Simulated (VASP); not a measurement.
# Be (Pm-3m) in VASP: a series of runs

Runs on Be. Level: PBE. Tasks: relaxation of cell and atoms.

Everything below comes from runs of VASP 6.6.1. Logs are shortened: lines on timing, memory, paths and dates and some standing lists are left out, and cuts for length are marked.

### 1 The crystal as given

Symmetry: Pm-3m, No. 221, cubic system. Conventional cell: a = 2.174 Å, b = 2.174 Å, c = 2.174 Å, α = 90.00°, β = 90.00°, γ = 90.00°. Be (site symmetry m-3m) is surrounded by 6 Be at 2.17 Å.

The cell was built by a generator and needn't be a form met in nature.

### 2 Relaxation of cell and atoms, PBE, target pressure 5 GPa, at which the enthalpy is minimised

Contents of INCAR:

```
  PREC = Accurate
  ENCUT = 600
  EDIFF = 1E-7
  ISMEAR = -1
  SIGMA = 0.05
  LREAL = False
  LASPH = True
  NELM = 100
  ALGO = Normal
  ISIF = 3
  LWAVE = False
  LCHARG = False
  GGA = PE
  IBRION = 2
  NSW = 40
  EDIFFG = -0.005
  PSTRESS = 50
```

Contents of KPOINTS:

```
Automatic mesh
0
Gamma
  12 12 12
```

Contents of POSCAR:

```
Be
1.0
    2.1739600000      0.0000000000      0.0000000000
    0.0000000000      2.1739600000      0.0000000000
    0.0000000000      0.0000000000      2.1739600000
Be
1
Direct
    0.0000000000      0.0000000000      0.0000000000
```

Potentials or basis: VASP PAW PBE potentials, release 64 (Be).

The run is started by

```
$ cat potpaw_PBE.64/Be/POTCAR > POTCAR
$ mpirun -np 1 vasp_std > vasp.out
```

OUTCAR:

```text
PREC = Accurate
   ENCUT = 600
   EDIFF = 1E-7
   ISMEAR = -1
   LREAL = False
   LASPH = True
   NELM = 100
   ISIF = 3
   GGA = PE
   IBRION = 2
   NSW = 40
   EDIFFG = -0.005
   PSTRESS = 50

 ion  position               nearest neighbor table
   1  0.000  0.000  0.000-

  LATTYP: Found a simple cubic cell.
 ALAT       =     2.1739600000

  Lattice vectors:

 A1 = (   2.1739600000,   0.0000000000,   0.0000000000)
 A2 = (   0.0000000000,   2.1739600000,   0.0000000000)
 A3 = (   0.0000000000,   0.0000000000,   2.1739600000)

Analysis of symmetry for initial positions (statically):
=====================================================================
 Subroutine PRICEL returns:
 Original cell was already a primitive cell.

 Routine SETGRP: Setting up the symmetry group for a
 simple cubic supercell.

 Subroutine GETGRP returns: Found 48 space group operations
 (whereof 48 operations were pure point group operations)
 out of a pool of 48 trial point group operations.

The static configuration has the point symmetry O_h .

Analysis of symmetry for dynamics (positions and initial velocities):
=====================================================================
 Subroutine PRICEL returns:
 Original cell was already a primitive cell.

 Routine SETGRP: Setting up the symmetry group for a
 simple cubic supercell.

 Subroutine GETGRP returns: Found 48 space group operations
 (whereof 48 operations were pure point group operations)
 out of a pool of 48 trial point group operations.

The dynamic configuration has the point symmetry O_h .

 Subroutine INISYM returns: Found 48 space group operations
 (whereof 48 operations are pure point group operations),
 and found     1 'primitive' translations

----------------------------------------------------------------------------------------

                                     Primitive cell

  volume of cell :      10.2744

  direct lattice vectors                    reciprocal lattice vectors
     2.173960000  0.000000000  0.000000000     0.459990064  0.000000000  0.000000000
     0.000000000  2.173960000  0.000000000     0.000000000  0.459990064  0.000000000
     0.000000000  0.000000000  2.173960000     0.000000000  0.000000000  0.459990064

  length of vectors
     2.173960000  2.173960000  2.173960000     0.459990064  0.459990064  0.459990064

  position of ions in fractional coordinates (direct lattice)
     0.000000000  0.000000000  0.000000000

  ion indices of the primitive-cell ions
   primitive index   ion index
                 1           1

----------------------------------------------------------------------------------------

 KPOINTS: Automatic mesh

Automatic generation of k-mesh.
 Grid dimensions read from file:
 generate k-points for:   12   12   12

 Generating k-lattice:

  Cartesian coordinates                     Fractional coordinates (reciprocal lattice)
     0.038332505  0.000000000  0.000000000     0.083333333  0.000000000  0.000000000
     0.000000000  0.038332505  0.000000000     0.000000000  0.083333333  0.000000000
     0.000000000  0.000000000  0.038332505     0.000000000  0.000000000  0.083333333

  Length of vectors
     0.038332505  0.038332505  0.038332505

  Shift w.r.t. Gamma in fractional coordinates (k-lattice)
     0.000000000  0.000000000  0.000000000

 Subroutine IBZKPT returns following result:
 ===========================================

 Found     84 irreducible k-points:

 Following reciprocal coordinates:
            Coordinates               Weight
  0.000000  0.000000  0.000000      1.000000
  0.083333  0.000000  0.000000      6.000000
  0.166667  0.000000  0.000000      6.000000
  0.250000  0.000000  0.000000      6.000000
  0.333333  0.000000  0.000000      6.000000
  0.416667  0.000000  0.000000      6.000000
[... 16 lines left out ...]
  0.333333  0.333333  0.000000     12.000000
  0.416667  0.333333  0.000000     24.000000
 [... further k-points ...]
   k-points           NKPTS =     84   k-points in BZ     NKDIM =     84   number of bands    NBANDS=      5
   number of dos      NEDOS =    301   number of ions     NIONS =      1
   total plane-waves  NPLWV =   5832
   dimension x,y,z NGX =    18 NGY =   18 NGZ =   18
   dimension x,y,z NGXF=    36 NGYF=   36 NGZF=   36
   ions per type =               1
   NGX,Y,Z   is equivalent  to a cutoff of  13.76, 13.76, 13.76 a.u.
   NGXF,Y,Z  is equivalent  to a cutoff of  27.53, 27.53, 27.53 a.u.
 SYSTEM =  unknown system
   PREC   = accura    normal or accurate (medium, high low for compatibility)
   ISTART =      0    job   : 0-new  1-cont  2-samecut
   ICHARG =      2    charge: 1-file 2-atom 10-const
   ISPIN  =      1    spin polarized calculation?
   LNONCOLLINEAR =      F non collinear calculations
   LSORBIT =      F    spin-orbit coupling
   LASPH  =      T    aspherical Exc in radial PAW
   ENCUT  =  600.0 eV  44.10 Ry    6.64 a.u.   4.34  4.34  4.34*2*pi/ulx,y,z
   NELM   =    100;   NELMIN=  2; NELMDL= -5     # of ELM steps
   EDIFF  = 0.1E-06   stopping-criterion for ELM
   LREAL  =      F    real-space projection
   EDIFFG = -.5E-02   stopping-criterion for IOM
   NSW    =     40    number of steps for IOM
   IBRION =      2    ionic relax: 0-MD 1-quasi-New 2-CG
   NFREE  =      1    steps in history (QN), initial steepest desc. (CG)
   ISIF   =      3    stress and relaxation
   ISYM   =      2    0-nonsym 1-usesym 2-fastsym
   POTIM  = 0.5000    time-step for ionic-motion
   TEBEG  =    0.0;   TEEND  =   0.0 temperature during run
   PSTRESS=   50.0 pullay stress
   NELECT =       2.0000    total number of electrons
   NUPDOWN=      -1.0000    fix difference up-down
   EMIN   =  10.00;   EMAX   =-10.00  energy-range for DOS
   EFERMI =   0.00;   METHOD = LEGACY
   ISMEAR =    -1;   SIGMA  =   0.05  broadening in eV -4-tet -1-fermi 0-gaus
   EFERMI_NEDOS =   21; number of points for ismear=-14 and -15
   IALGO  =     38    algorithm
   IMIX   =      4    mixing-type and parameters
     AMIX     =   0.40;   BMIX     =  1.00
     AMIX_MAG =   1.60;   BMIX_MAG =  1.00
  volume/ion in A,a.u.               =      10.27        69.33
  Fermi-wavevector in a.u.,A,eV,Ry     =   0.948782  1.792939 12.247802  0.900188
  Thomas-Fermi vector in A             =   2.077003
   LORBIT       =      0    0 simple, 1 ext, 2 COOP (PROOUT), +10 PAW based schemes
   GGA     = PE    functional components
   LHFCALC =     F    Hartree Fock is set to
   AEXX    =    0.0000 exact exchange contribution
   IVDW    =     0    specifies the selected vdW correction
   LEPSILON=     F    determine dielectric tensor
   LRPA    =     F    only Hartree local field effects (RPA)
 conjugate gradient relaxation of ions
 non-spin polarized calculation
  energy-cutoff  :      600.00
  volume of cell :       10.27
 maximum number of plane-waves:       360
 NGX is ok and might be reduce to    18
   NGX =  9   NGY =  9   NGZ =  9

--------------------------------------- Ionic step        1  -------------------------------------------

 number of electron       2.0000000 magnetization

 Free energy of the ion-electron system (eV)
  ---------------------------------------------------
  ext. energy  EPLUGINS =         0.00000000
  ---------------------------------------------------
  free energy    TOTEN  =        -2.75457650 eV

  energy without entropy =       -2.74991418  energy(sigma->0) =       -2.75224534

------------------------ aborting loop because EDIFF is reached ----------------------------------------

  FORCE on cell =-STRESS in cart. coord.  units (eV):
  Direction    XX          YY          ZZ          XY          YZ          ZX
  --------------------------------------------------------------------------------------
  -------------------------------------------------------------------------------------
  Total        0.0350808      0.0350808      0.0350808      0.0000000      0.0000000     -0.0000000
  in kB        5.4704746      5.4704746      5.4704746      0.0000000      0.0000000     -0.0000000
  external PRESSURE =     -44.5295254 kB  Pullay stress =      50.0000000 kB
[... 59 lines left out ...]
  enthalpy is  TOTEN    =        -2.4413605904 eV   P V=        0.3075677261

--------------------------------------- Ionic step        3  -------------------------------------------

 number of electron       2.0000000 magnetization

 Free energy of the ion-electron system (eV)
  ---------------------------------------------------
  ext. energy  EPLUGINS =         0.00000000
  ---------------------------------------------------
  free energy    TOTEN  =        -2.74554816 eV

  energy without entropy =       -2.74061071  energy(sigma->0) =       -2.74307944

 E-fermi :   5.2431     XC(G=0):  -9.9249

 val. band max:        5.2377104263   @ k =   0.4167   0.1667   0.0000
 cond. band min:       5.2667084952   @ k =   0.4167   0.3333   0.3333
 fundamental gap:      0.0289980689
 Fermi energy:         5.2430719448

 k-point     1 :       0.0000    0.0000    0.0000
  band No.  band energies     occupation
      1      -4.7975      2.00000
      2      19.2418      0.00000
      3      19.2418      0.00000
      4      19.2418      0.00000
      5      24.9700      0.00000

 k-point     2 :       0.0833    0.0000    0.0000
  band No.  band energies     occupation
      1      -4.6213      2.00000
      2      17.0332      0.00000
      3      19.4205      0.00000
      4      19.4205      0.00000
      5      25.1890      0.00000
[... 169 lines left out ...]
 k-point    24 :       0.4167    0.3333    0.0000
  band No.  band energies     occupation
      1       2.3360      2.00000
      2       6.2791      0.00000
      3      13.8071      0.00000
      4      17.7037      0.00000
      5      24.8921      0.00000

 [... further k-points ...]
[... 5 lines left out ...]
  --------------------------------------------------------------------------------------
  -------------------------------------------------------------------------------------
  Total        0.3011554      0.3011554      0.3011554     -0.0000000     -0.0000000      0.0000000
  in kB       49.5756877     49.5756877     49.5756877     -0.0000000     -0.0000000      0.0000000
  external PRESSURE =      -0.4243123 kB  Pullay stress =      50.0000000 kB
[... 16 lines left out ...]
  FREE ENERGIE OF THE ION-ELECTRON SYSTEM (eV)
  ---------------------------------------------------
  free  energy   TOTEN  =        -2.7455481607 eV

  energy  without entropy=       -2.7406107108  energy(sigma->0) =       -2.74307944

  enthalpy is  TOTEN    =        -2.4418151967 eV   P V=        0.3037329640

 reached required accuracy - stopping structural energy minimisation
```

It took 2.9 s on 1 thread of Intel Xeon 6975P-C (Granite Rapids), shared host; peak memory 0.11 GiB.

Results:

| Item | Value |
| --- | --- |
| Free energy | -2.7455 eV |
| Relaxed volume | 9.73 Å³/atom |
| Relaxed cell | a = 2.135 Å, b = 2.135 Å, c = 2.135 Å, α = 90.00°, β = 90.00°, γ = 90.00° |
| Space group after relaxing (to 0.05 Å) | Pm-3m (No. 221) |
| Energy change on relaxing (the enthalpy is what falls) | +9.0 meV/atom |
| Ionic steps | 3 |
| Pressure after relaxing | 5.0 GPa |
| Band gap on the k mesh | none (metal or under the smearing width) |

The path:
| step | energy change (eV) | largest force (eV/Å) | pressure (GPa) | volume (Å³) |
| --- | --- | --- | --- | --- |
| 1 | 0.0000 | 0.0000 | 0.55 | 10.27 |
| 2 | 0.0056 | 0.0000 | 3.87 | 9.86 |
| 3 | 0.0090 | 0.0000 | 4.96 | 9.73 |

Final structure:
```
Be
1.0
     2.13506    0.00000    0.00000
     0.00000    2.13506    0.00000
     0.00000    0.00000    2.13506
Be
1
Cartesian
  0.0000 0.0000 0.0000
```

Caveat: the cell is relaxed towards a set pressure, so the enthalpy falls and the energy may rise.

### 3 Relaxation of cell and atoms, PBE, target pressure 10 GPa, at which the enthalpy is minimised

INCAR, as its differences from that of step 2:

```diff
@@ -16,2 +16,2 @@
   EDIFFG = -0.005
-  PSTRESS = 50
+  PSTRESS = 100
```

KPOINTS is that of step 2.

POSCAR is that of step 2.

Potentials or basis: VASP PAW PBE potentials, release 64 (Be).

The run is started by

```
$ cat potpaw_PBE.64/Be/POTCAR > POTCAR
$ mpirun -np 1 vasp_std > vasp.out
```

Wall time 3.9 s (1 thread of Intel Xeon 6975P-C (Granite Rapids), shared host); peak memory 0.12 GiB.

The run converged. Its results:

```
Free energy                                            : -2.7224 eV
Relaxed volume                                         : 9.23 Å³/atom
Relaxed cell                                           : a = 2.098 Å, b = 2.098 Å, c = 2.098 Å, α = 90.00°, β = 90.00°, γ = 90.00°
Space group after relaxing (to 0.05 Å)                 : Pm-3m (No. 221)
Energy change on relaxing (the enthalpy is what falls) : +32.2 meV/atom
Ionic steps                                            : 5
Pressure after relaxing                                : 10.0 GPa
Band gap on the k mesh                                 : none (metal or under the smearing width)
```

Step by step:
| step | energy change (eV) | largest force (eV/Å) | pressure (GPa) | volume (Å³) |
| --- | --- | --- | --- | --- |
| 1 | 0.0000 | 0.0000 | 0.55 | 10.27 |
| 2 | 0.0226 | 0.0000 | 8.19 | 9.40 |
| 3 | 0.0316 | 0.0000 | 9.91 | 9.24 |
| 4 | 0.0329 | 0.0000 | 10.13 | 9.22 |
| 5 | 0.0322 | 0.0000 | 10.02 | 9.23 |

Final structure:
```xyz
1
Lattice="2.0977 0.0000 0.0000 0.0000 2.0977 0.0000 0.0000 0.0000 2.0977" Properties=species:S:1:pos:R:3 pbc="T T T"
Be    2.0977    2.0977    2.0977
```

Levels at points of the mesh, in eV from the Fermi level:
```
           k point  band 1  band 2  band 3  band 4  band 5
(0.00, 0.00, 0.00)  -10.35   14.54   14.54   14.54   20.33
(0.50, 0.00, 0.00)   -5.22   -1.71   18.58   18.58   26.37
(0.50, 0.50, 0.00)    0.59    0.59    6.77    8.10   21.91
(0.50, 0.50, 0.50)    5.72    5.72    5.72   13.85   13.85
```

Caveat: the cell is relaxed towards a set pressure, so the enthalpy falls and the energy may rise.

(Part 1 of 3 ends here.)
